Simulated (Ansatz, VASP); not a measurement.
# TaO2 in two plane-wave programs

One calculation is typed for both programs; each brings its own data sets. How far apart do they land? Of the first pair: The structure shown is the start of the Ansatz relaxation below; VASP solves that cell, so the two are compared at the walk's first step.

Calculated with Ansatz 0.2.0; plane waves, with VASP 6.6.1 beside it; RPBE.

**1. The structure**

The cell holds 3 atoms: 1 Ta and 2 O. Its edges and angles: a = 2.707 Å, b = 2.707 Å, c = 28.770 Å, α = 90.0°, β = 90.0°, γ = 60.0°. Vacuum lies along c. The height across the vacuum is the one that the program set for its solve, not the one typed.

**2. Ansatz: relaxation, RPBE**

Ansatz runs on its default PAW (the set named soft_2) files.

The two programs are compared at the cell with which this relaxation starts, whose forces are those of its first step.

input.yaml reads:

```yaml
crystal:
  lattice:
    - [2.7066736819, 0.0, 0.0]
    - [1.353336841, 2.3440481683, 0.0]
    - [0.0, 0.0, 19.04833333]
  atoms:
    - { symbol: Ta, position: [0.6666666667, 0.6666666667, 0.5] }
    - { symbol: O, position: [0.0, 0.0, 0.56523389] }
    - { symbol: O, position: [0.3333333333, 0.3333333333, 0.43476611] }
  periodic: [true, true, false]
kpoints:
  mp_grid: { grid: [9, 9, 1] }
scf:
  occupations: { method: fermi_dirac, width: 0.05 }
hamiltonian:
  xc: rpbe
output:
  forces: true
  stress: true
  write_density: true
  write_potential: true
  elf: true
  volumetric_format: npy
relax:
  f_tol: 0.02
  max_steps: 50
  cell: {}
```

The run is started by

```console
ansatz run input.yaml --threads 1 --pin off --max-ram 4096MiB --backend cpu --events-out ev --progress --plain --runs-dir out
```

Numbers of over 12 decimals in the logs are rounded to 6 here.

What it wrote:

```text
Warning: crystal.periodic: the lattice vector that does not repeat stood 0.000° off the slab's normal, 19.048 Å along it as the deck builds it. The run solves the slab on a vector along the normal, 28.770 Å long, with every atom where it was (on the deck's vector they left 16.56 Å outside them, and the widest stretch free of ions among them is 1.24 Å). A fractional position that the run reports is one of the run's ce [...]
crystal.periodic: the lattice vector that does not repeat stood 0.000° off the slab's normal, 19.048 Å along it as the deck builds it. The run solves the slab on a vector along the normal, 28.770 Å long, with every atom where it was (on the deck's vector they left 16.56 Å outside them, and the widest stretch free of ions among them is 1.24 Å). A fractional position that the run reports is one of the run's cell, which [...]
Engine: ansatz 0.2.0, aarch64-unknown-linux-gnu
Pseudopotentials: kind: paw
Pseudopotential: Ta, paw, valence charge 13, recommended cutoff 420 eV (normal), Ta.paw.azcp
Pseudopotential: O, paw, valence charge 6, recommended cutoff 420 eV (normal), O.paw.azcp
Functional definition: RPBE
  parameter kappa = 0.804
  parameter beta = 0.066725
  exchange = rpbe_x(kappa = kappa, mu = beta*pi^2/3)
  correlation = pbe_c(beta = beta)
Crystal: 3 atoms, lattice volume = 182.536 Å³
Basis set: ecut = 420 eV, 3607 PW (Γ), exchange–correlation on 40×40×400 points (8 copies of the dense FFT grid, shifted against one another)
Bands: 17, of which v1, the nominal top of the filled ones, is band 13 counted from 1 (12 counted from 0)
Symmetry: 12 space group operations
Space group: P-3m1 (ITA 164), of the structure as read, at distance tolerance 5.7e-5 Å
k-points: 12 of 81
Non-local potential: Ta, projectors of the file, l = 0: 3, l = 1: 2, l = 2: 2, l = 3: 1
Non-local potential: O, projectors of the file, l = 0: 2, l = 1: 2, l = 2: 1
PAW form: soft (Blöchl's): semilocal exchange-correlation on the pseudo side does not see the compensation charge
PAW frozen core: Ta, regenerated for the run's functional, and the local potential with it (the file was generated under x = pbe(κ = 0.804, μ = 0.219515), c = pbe(β = 0.066725))
PAW frozen core: O, regenerated for the run's functional, and the local potential with it (the file was generated under x = pbe(κ = 0.804, μ = 0.219515), c = pbe(β = 0.066725))
PAW one-centre angular grid: Ta, 590 points (default); XC on 64 Gauss nodes
PAW one-centre angular grid: O, 110 points (default); XC on 64 Gauss nodes
Initial density: superposition of atomic densities (neutral atoms: chi_scale 0, normalization atom), corrected by the library's trained network
Initial wavefunctions: pseudopotential atomic-orbital guess
Functional: x = rpbe, c = pbe(β = 0.066725)
[...]
SCF iter   1: F=—  HF=-11085.197547 eV  |F-HF|=—  |Δ(HF+E_count)|=         —  Δρ=9.39e-4  dr2=1.58e-3  ethr=5.22e-6  ⟨swp⟩=5.2  Hψ=2007  notcnv=0
preconditioner: auto → LDOS  [insulator: Δε(μ)=0.210 eV  Ē_g=11.946 eV  σ=0.050 eV  W_gap=0.66  n_scr=16 (ndim 8)  ℏωp=10.1 eV  f_vac=0.817  D(μ)=1.91/eV (n_scr^D=10)  ε∞_Penn≈1.7  β→1.0]
SCF iter   2: F=—  HF=-11085.197322 eV  |F-HF|=—  |Δ(HF+E_count)|=   2.25e-4  Δρ=1.88e-4  dr2=5.76e-5  ethr=5.22e-6  ⟨swp⟩=3.2  Hψ=384  notcnv=0
SCF iter   3: F=—  HF=-11085.197317 eV  |F-HF|=—  |Δ(HF+E_count)|=   5.65e-6  Δρ=8.13e-5  dr2=1.07e-5  ethr=2.30e-7  ⟨swp⟩=3.4  Hψ=463  notcnv=0
SCF iter   4: F=—  HF=-11085.197321 eV  |F-HF|=—  |Δ(HF+E_count)|=   4.00e-6  Δρ=1.41e-5  dr2=4.46e-7  ethr=4.28e-8  ⟨swp⟩=3.5  Hψ=446  notcnv=0
SCF iter   5: F=-11085.197322 eV  HF=-11085.197322 eV  |F-HF|=8.56e-8  |Δ(HF+E_count)|=   9.65e-7  Δρ=6.48e-6  dr2=8.33e-8  ethr=1.20e-9  ⟨swp⟩=16.9  Hψ=2146  notcnv=0
SCF 7 converged in 5 iterations: F = -11085.197322 eV  dr2 = 8.33e-8
relax step   7: F+E_penalty+E_count = -11085.19732184 eV  Δ(F+E_penalty+E_count) = -1.248e-2 eV  max|allowed force component| = 5.710e-2 eV/Å  Δτ_max = 0.0147 Å  P = +0.220 N/m  Ω = 232.009 Å³  energy of the carried Pulay correction = -3.427e-3 eV  fix = [c, alpha, beta]  reactions: c +0.000 N/m  (5 SCF iters, dr2 threshold 3.00e-7 eV, accepted)
[...]
relax step   8: F+E_penalty+E_count = -11085.19719069 eV  Δ(F+E_penalty+E_count) = +1.312e-4 eV  max|allowed force component| = 2.267e-2 eV/Å  Δτ_max = 0.0077 Å  P = +0.099 N/m  Ω = 232.986 Å³  energy of the carried Pulay correction = -4.159e-3 eV  fix = [c, alpha, beta]  reactions: c +0.000 N/m  (5 SCF iters, dr2 threshold 2.04e-7 eV, accepted)
[...]
relax step   9: F+E_penalty+E_count = -11085.19716501 eV  Δ(F+E_penalty+E_count) = +2.568e-5 eV  max|allowed force component| = 2.996e-4 eV/Å  Δτ_max = 0.0010 Å  P = -0.003 N/m  Ω = 233.058 Å³  energy of the carried Pulay correction = -4.214e-3 eV  fix = [c, alpha, beta]  reactions: c -0.000 N/m  (4 SCF iters, dr2 threshold 3.21e-8 eV, accepted)
[...]
relax step  10: F+E_penalty+E_count = -11085.20158857 eV  Δ(F+E_penalty+E_count) = -4.424e-3 eV  max|allowed force component| = 3.421e-4 eV/Å  Δτ_max = 0.0000 Å  P = +0.042 N/m  Ω = 233.058 Å³  fix = [c, alpha, beta]  reactions: c +0.000 N/m  stress off target by 4.17e-2 N/m on what of the cell is left free  SCF on the basis re-selected at this cell (its energy is not comparable with the rows above)  (6 SCF iters)
basis re-selected at this cell: Δ(F+E_penalty+E_count) = -4.424e-3 eV, ΔP = +0.045 N/m vs the last step (what re-selecting the basis moved, of the pressure what is left beyond the Pulay correction that the steps carried, after the strain that the cell walked since its last selection, with what the two solves' SCF thresholds leave and, on support functions, any second-order correction that the steps lacked; it is no m [...]
SCF converged after 6 iterations
Free energy (F): -11085.201589 eV
Harris-Foulkes:  -11085.201589 eV  (|F-HF|=1.04e-9)
Internal energy: -11085.185378 eV  (E = F + TS)
E sigma→0 (E₀):  -11085.193483 eV
Entropy (-TS):   -0.016210 eV (-5.403 meV/atom)
Fermi energy:    -4.970919 eV
--- Per-component energies (eV) ---
  E_band       = -635.810570
  E_kinetic    = 714.621043
  E_local      = -44157.012019  (includes V_loc(G=0)·N_el)
  E_nonlocal   = 106.830867
  E_hartree    = 21636.436415
  E_xc         = -366.448435
  E_vxc        = -391.602246  (∫ρ·V_xc dr)
  E_paw        = -8727.043421  (= ΣΔE_a)
  E_vpaw       = -181.525976  (= ΣTr[D̂ρ^β])
  E_aug_tail   = 0.005055  (compensation charges beyond the density's cutoff)
  E_ewald      = 19707.494746
  E_core_change = -0.069629  (= ΣΔE_core)
  E_smearing   = -0.016210  (= −TS)
  E_closure    = 0.000000  (closes the sum)
  Σ components = -11085.201589   (vs F -11085.201589, Δ=0.00e0)
--- Forces (eV/Å), atoms counted from 1 ---
  atom   1  Ta    -0.00000000     0.00000000     0.00000000
  atom   2  O      0.00000000    -0.00000000     0.00034209
  atom   3  O     -0.00000000     0.00000000    -0.00034209
  max |Σ_I F_I| component: 1.97e-17 eV/Å
--- 2D stress c σ (N/m, compression-positive) ---
        0.041662       0.000000      -0.000000
        0.000000       0.041662      -0.000000
       -0.000000      -0.000000       0.000000
  P = ½ c Tr σ = 0.0417 N/m
--- Band table (eV; the first three rows and the last of 12) ---
  k-point 0: bands = [... 9 lower, -9.4543, -9.0063, -9.0063, -4.8237, -4.8237, -3.3758, -2.2854, -0.5383]
  k-point 1: bands = [... 9 lower, -9.6393, -9.2228, -9.2171, -4.8979, -4.4954, -3.3392, -1.7869, -0.7627]
  k-point 2: bands = [... 9 lower, -10.7474, -9.5873, -8.9635, -5.1385, -3.7633, -3.2203, -1.2121, -0.2777]
  k-point 11: bands = [... 9 lower, -10.3402, -10.3402, -9.7273, -4.0349, -3.5373, -3.5373, 0.5676, 0.5676]
  the weakly bound empty levels are not read free of the cell's end (no_gap_told)
--- Relaxed structure (8 steps of the walk, 8 accepted, 2 SCFs on fresh bases) ---
  F+E_penalty+E_count = -11085.20158857 eV   max|allowed force component| = 3.421e-4 eV/Å   (the final SCF, on the basis selected at the relaxed cell)
  cell:  # Å, volume = 233.0583 Å³
    - [3.058399, -3.261874561639326e-11, 0]
    - [1.529199, 2.648651, 0]
    - [0, 0, 28.770388]
  atoms:
    - { symbol: Ta, position: [0.666667, 0.666667, 0.331041] }
    - { symbol: O, position: [2.7304783809136278e-18, -2.7304783809472595e-18, 0.370223] }
    - { symbol: O, position: [0.333333, 0.333333, 0.291858] }
```

**3. VASP: single point, RPBE, start cell, pair 1**

The same cell, functional, mesh and smearing now go to VASP, with its own data sets.

Lines of VASP's logs that name or quote its potential files are left out, and so is its time.

INCAR reads:

```
SYSTEM = TaO2
PREC = Accurate
ENCUT = 520
EDIFF = 1E-06
NELM = 120
ISMEAR = -1
SIGMA = 0.05
LREAL = .FALSE.
ALGO = Normal
GGA = RP
NBANDS = 17
LASPH = .TRUE.
LORBIT = 11
LWAVE = .FALSE.
LCHARG = .FALSE.
ISIF = 2
LDIPOL = .TRUE.
IDIPOL = 3
DIPOL = 0.5 0.5 0.331
LVHAR = .TRUE.
GGA_COMPAT = .FALSE.
NELMDL = -8
```

POSCAR reads:

```
TaO2
1.0
    2.7066740000      0.0000000000      0.0000000000
    1.3533370000      2.3440480000      0.0000000000
    0.0000000000      0.0000000000     28.7703880000
Ta O
1 2
Direct
    0.6666665956      0.6666668089      0.3310406172
    0.0000000000      0.0000000000      0.3742307542
    0.3333334044      0.3333331911      0.2878504802
```

KPOINTS reads:

```
Automatic mesh
0
Gamma
9 9 1
0 0 0
```

PAW data sets: Ta_pv and O (PBE family, release 64).

The run is started by

```console
mpirun -np 1 vasp_std
```

What it wrote:

```text
[banner, memory and clock lines left out]
running    1 mpi-ranks, on    1 nodes
 distrk:  each k-point on    1 cores,    1 groups
 distr:  one band on    1 cores,    1 groups

 POSCAR found type information on POSCAR TaO
 POSCAR found :  2 types and       3 ions
|                                                                             |
|               ----> ADVICE to this user running VASP <----                  |
|                                                                             |
|     You enforced a specific xc type in the INCAR file but a different       |
|     [... a line on the potential file left out ...]
|     I HOPE YOU KNOW WHAT YOU ARE DOING!                                     |
|                                                                             |

 LDA part: xc-table for (Slater+PW92), standard interpolation
 POSCAR, INCAR and KPOINTS ok, starting setup
 FFT: planning ... GRIDC
 FFT: planning ... GRID_SOFT
 FFT: planning ... GRID
 WAVECAR not read
 entering main loop
       N       E                     dE             d eps       ncg     rms          rms(c)
DAV:   1     0.180497100456E+03    0.18050E+03   -0.11574E+04   504   0.104E+03
DAV:   2    -0.126549422503E+02   -0.19315E+03   -0.18286E+03   560   0.265E+02
DAV:   3    -0.294037035490E+02   -0.16749E+02   -0.16639E+02   553   0.847E+01
DAV:   4    -0.296292748028E+02   -0.22557E+00   -0.22426E+00   567   0.109E+01
DAV:   5    -0.296319714627E+02   -0.26967E-02   -0.26939E-02   568   0.118E+00
DAV:   6    -0.296320271202E+02   -0.55658E-04   -0.55630E-04   568   0.168E-01
DAV:   7    -0.296320288606E+02   -0.17404E-05   -0.17402E-05   568   0.281E-02
DAV:   8    -0.296320289180E+02   -0.57381E-07   -0.57853E-07   488   0.539E-03    0.368E+01
DAV:   9    -0.259711496163E+02    0.36609E+01   -0.25056E+01   492   0.409E+01    0.159E+01
DAV:  10    -0.258590361425E+02    0.11211E+00   -0.46916E+00   509   0.170E+01    0.106E+01
DAV:  11    -0.256431158389E+02    0.21592E+00   -0.88166E-01   555   0.825E+00    0.135E+00
DAV:  12    -0.256448660310E+02   -0.17502E-02   -0.35799E-02   557   0.166E+00    0.427E-01
DAV:  13    -0.256433546524E+02    0.15114E-02   -0.18290E-03   612   0.366E-01    0.128E-01
DAV:  14    -0.256428003755E+02    0.55428E-03   -0.33587E-04   590   0.135E-01    0.957E-02
[...]
DAV:  18    -0.256429134775E+02   -0.21276E-03   -0.19127E-05   552   0.238E-02    0.569E-03
DAV:  19    -0.256429612985E+02   -0.47821E-04   -0.27702E-06   548   0.676E-03    0.758E-03
DAV:  20    -0.256430186336E+02   -0.57335E-04   -0.65811E-06   516   0.961E-03    0.127E-03
DAV:  21    -0.256430282937E+02   -0.96601E-05   -0.25831E-07   510   0.300E-03    0.162E-03
DAV:  22    -0.256430362711E+02   -0.79774E-05   -0.20829E-07   491   0.200E-03    0.603E-04
DAV:  23    -0.256430389836E+02   -0.27126E-05   -0.28635E-08   476   0.937E-04    0.262E-04
DAV:  24    -0.256430405903E+02   -0.16066E-05   -0.18693E-08   432   0.596E-04    0.150E-04
DAV:  25    -0.256430409391E+02   -0.34888E-06   -0.15582E-09   405   0.280E-04
   1 F= -.25643041E+02 E0= -.25636685E+02  d E =-.127127E-01
```

(Part 1 of 2 ends here.)

[Lines on the potential files, build, host, timing and source positions are cut from VASP's logs without a mark.]

[Logs are printed without paths, hosts, clocks, repeated set-up lines and the standing remarks that a program may print on its own settings, such as how far it seeks lower states.]

[Hosts, paths, dates, database ids (printed as entryN), source tags and the programs' standing remarks are cut or masked in the printed files.]
